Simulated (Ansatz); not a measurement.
BaF₂:
```yaml
crystal:
  lattice:
    - [0.00000, 3.12321, 3.12321]
    - [3.12321, 0.00000, 3.12321]
    - [3.12321, 3.12321, 0.00000]
  atoms:
    - { symbol: Ba, position: [0.00000, 0.00000, 0.00000] }
    - { symbol: F, position: [0.25000, 0.25000, 0.25000] }
    - { symbol: F, position: [0.75000, 0.75000, 0.75000] }
```

Relaxed with PBE. Special points in fractions of this cell's reciprocal vectors: Γ (0.000, 0.000, 0.000); X (0.500, 0.000, 0.500); U (0.625, 0.250, 0.625); K (0.375, 0.375, 0.750); L (0.500, 0.500, 0.500); W (0.500, 0.250, 0.750).

**Question.** List the band energies nearest the valence-band maximum at these points for PBE in the plane-wave PAW code Ansatz.

**Answer.** In eV from the valence-band maximum; about four levels below and three above (degenerate sets whole), none deeper than 8.9 eV; points with the same levels are listed once.

| k | below | above |
|---|---|---|
| Γ | -1.41 -1.41 -1.41 -0.09 -0.09 -0.09 | 6.73 9.18 9.18 |
| X | -0.34 -0.34 -0.32 -0.32 -0.14 | 7.27 8.96 10.62 |
| U | -0.49 -0.35 -0.20 -0.16 | 7.52 9.31 9.86 |
| L | -0.63 -0.36 -0.18 -0.18 | 9.04 9.16 9.16 |
| W | -0.34 -0.34 -0.28 -0.19 | 7.53 9.74 9.81 9.81 |

Space group Fm-3m (fluorite). Symmetry was held in the PBE relaxation. Spin–orbit coupling is left out wherever it is not named.

Potentials: the later of the program's two PAW sets.
